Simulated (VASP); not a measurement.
Wanted: the native input for a VASP 6.6.1 run.

| Quantity | Value |
| --- | --- |
| Task | band structure |
| Functional | PBEsol |
| Potentials or basis | VASP PAW PBE potentials, release 64 (In_d, P) |
| Cutoff | 520 eV |
| k mesh | 10 × 10 × 10 |
| Occupations | gaussian, width 0.03 eV |
| Spin | no spin polarisation |
| Further INCAR settings | ALGO = Normal; EDIFF = 1e-07; NBANDS = 16 |

The structure of InP lies in POSCAR:

```
InP                                     
1.0
    0.0000000000      2.9394456023      2.9394456023
    2.9394456023      0.0000000000      2.9394456023
    2.9394456023      2.9394456023      0.0000000000
  In              P             
     1     1
Direct
     0.0000000000000000    0.0000000000000000    0.0000000000000000
     0.2500000000000000    0.2500000000000000    0.2500000000000000
```

These files were run (other wordings do the same):

INCAR

```
SYSTEM = InP
  ALGO = Normal
  EDIFF = 1E-7
  ENCUT = 520
  GGA = PS
  ICORELEVEL = 1
  ISIF = 2
  ISMEAR = 0
  LASPH = .TRUE.
  LCHARG = .FALSE.
  LREAL = .FALSE.
  LWAVE = .FALSE.
  NBANDS = 16
  NELM = 80
  PREC = Accurate
  SIGMA = 0.03
```

KPOINTS

```
k-points
0
G
  10 10 10
  0 0 0
```

KPOINTS_OPT

```
explicit points
109
Reciprocal
 0.0000000000  0.0000000000  0.0000000000 1
 0.0555555556  0.0000000000  0.0555555556 1
 0.1111111111  0.0000000000  0.1111111111 1
 0.1666666667  0.0000000000  0.1666666667 1
 0.2222222222  0.0000000000  0.2222222222 1
 0.2777777778  0.0000000000  0.2777777778 1
 0.3333333333  0.0000000000  0.3333333333 1
 0.3888888889  0.0000000000  0.3888888889 1
 0.4444444444  0.0000000000  0.4444444444 1
 0.5000000000  0.0000000000  0.5000000000 1
 0.5000000000  0.0000000000  0.5000000000 1
 0.5000000000  0.0277777778  0.5277777778 1
 0.5000000000  0.0555555556  0.5555555556 1
 0.5000000000  0.0833333333  0.5833333333 1
 0.5000000000  0.1111111111  0.6111111111 1
 0.5000000000  0.1388888889  0.6388888889 1
 0.5000000000  0.1666666667  0.6666666667 1
 0.5000000000  0.1944444444  0.6944444444 1
 0.5000000000  0.2222222222  0.7222222222 1
 0.5000000000  0.2500000000  0.7500000000 1
 0.5000000000  0.2500000000  0.7500000000 1
 0.4861111111  0.2638888889  0.7500000000 1
 0.4722222222  0.2777777778  0.7500000000 1
 0.4583333333  0.2916666667  0.7500000000 1
 0.4444444444  0.3055555556  0.7500000000 1
 0.4305555556  0.3194444444  0.7500000000 1
 0.4166666667  0.3333333333  0.7500000000 1
 0.4027777778  0.3472222222  0.7500000000 1
 0.3888888889  0.3611111111  0.7500000000 1
 0.3750000000  0.3750000000  0.7500000000 1
 0.3750000000  0.3750000000  0.7500000000 1
 0.3333333333  0.3333333333  0.6666666667 1
 0.2916666667  0.2916666667  0.5833333333 1
 0.2500000000  0.2500000000  0.5000000000 1
 0.2083333333  0.2083333333  0.4166666667 1
 0.1666666667  0.1666666667  0.3333333333 1
 0.1250000000  0.1250000000  0.2500000000 1
 0.0833333333  0.0833333333  0.1666666667 1
 0.0416666667  0.0416666667  0.0833333333 1
 0.0000000000  0.0000000000  0.0000000000 1
 0.0000000000  0.0000000000  0.0000000000 1
 0.0555555556  0.0555555556  0.0555555556 1
 0.1111111111  0.1111111111  0.1111111111 1
 0.1666666667  0.1666666667  0.1666666667 1
 0.2222222222  0.2222222222  0.2222222222 1
 0.2777777778  0.2777777778  0.2777777778 1
 0.3333333333  0.3333333333  0.3333333333 1
 0.3888888889  0.3888888889  0.3888888889 1
 0.4444444444  0.4444444444  0.4444444444 1
 0.5000000000  0.5000000000  0.5000000000 1
 0.5000000000  0.5000000000  0.5000000000 1
 0.5138888889  0.4722222222  0.5138888889 1
 0.5277777778  0.4444444444  0.5277777778 1
 0.5416666667  0.4166666667  0.5416666667 1
 0.5555555556  0.3888888889  0.5555555556 1
 0.5694444444  0.3611111111  0.5694444444 1
 0.5833333333  0.3333333333  0.5833333333 1
 0.5972222222  0.3055555556  0.5972222222 1
 0.6111111111  0.2777777778  0.6111111111 1
 0.6250000000  0.2500000000  0.6250000000 1
 0.6250000000  0.2500000000  0.6250000000 1
 0.6111111111  0.2500000000  0.6388888889 1
 0.5972222222  0.2500000000  0.6527777778 1
 0.5833333333  0.2500000000  0.6666666667 1
 0.5694444444  0.2500000000  0.6805555556 1
 0.5555555556  0.2500000000  0.6944444444 1
 0.5416666667  0.2500000000  0.7083333333 1
 0.5277777778  0.2500000000  0.7222222222 1
 0.5138888889  0.2500000000  0.7361111111 1
 0.5000000000  0.2500000000  0.7500000000 1
 0.5000000000  0.2500000000  0.7500000000 1
 0.5000000000  0.2777777778  0.7222222222 1
 0.5000000000  0.3055555556  0.6944444444 1
 0.5000000000  0.3333333333  0.6666666667 1
 0.5000000000  0.3611111111  0.6388888889 1
 0.5000000000  0.3888888889  0.6111111111 1
 0.5000000000  0.4166666667  0.5833333333 1
 0.5000000000  0.4444444444  0.5555555556 1
 0.5000000000  0.4722222222  0.5277777778 1
 0.5000000000  0.5000000000  0.5000000000 1
 0.5000000000  0.5000000000  0.5000000000 1
 0.4861111111  0.4861111111  0.5277777778 1
 0.4722222222  0.4722222222  0.5555555556 1
 0.4583333333  0.4583333333  0.5833333333 1
 0.4444444444  0.4444444444  0.6111111111 1
 0.4305555556  0.4305555556  0.6388888889 1
 0.4166666667  0.4166666667  0.6666666667 1
 0.4027777778  0.4027777778  0.6944444444 1
 0.3888888889  0.3888888889  0.7222222222 1
 0.3750000000  0.3750000000  0.7500000000 1
 0.6250000000  0.2500000000  0.6250000000 1
 0.6111111111  0.2222222222  0.6111111111 1
 0.5972222222  0.1944444444  0.5972222222 1
 0.5833333333  0.1666666667  0.5833333333 1
 0.5694444444  0.1388888889  0.5694444444 1
 0.5555555556  0.1111111111  0.5555555556 1
 0.5416666667  0.0833333333  0.5416666667 1
 0.5277777778  0.0555555556  0.5277777778 1
 0.5138888889  0.0277777778  0.5138888889 1
 0.5000000000  0.0000000000  0.5000000000 1
 0.0000000000  0.0000000000  0.0000000000 1
 0.3750000000  0.3750000000  0.7500000000 1
 0.5000000000  0.5000000000  0.5000000000 1
 0.6250000000  0.2500000000  0.6250000000 1
 0.5000000000  0.2500000000  0.7500000000 1
 0.5000000000  0.0000000000  0.5000000000 1
 0.4000000000  0.0000000000  0.4000000000 1
 0.4250000000  0.0000000000  0.4250000000 1
 0.4500000000  0.0000000000  0.4500000000 1
```

Potentials or basis: VASP PAW PBE potentials, release 64 (In_d, P).

Run with:

```sh
$ cat potpaw_PBE.64/In_d/POTCAR potpaw_PBE.64/P/POTCAR > POTCAR
$ mpirun -np 1 vasp_std > vasp.out
```

It gave:

```yaml
Pressure: 0.0 GPa
Band_gap_on_the_k_mesh: 0.57 eV, direct
Band_gap_along_the_path: 0.57 eV, direct
```

Caveat: the PAW data sets were made with another functional, which shifts forces and pressure a little; spin-orbit coupling is left out, which moves the levels of the heavy elements.

It took 40 s on 1 thread of Intel(R) Xeon(R) Platinum 8488C (Sapphire Rapids), with other jobs on the host, peak memory 0.2 GiB.
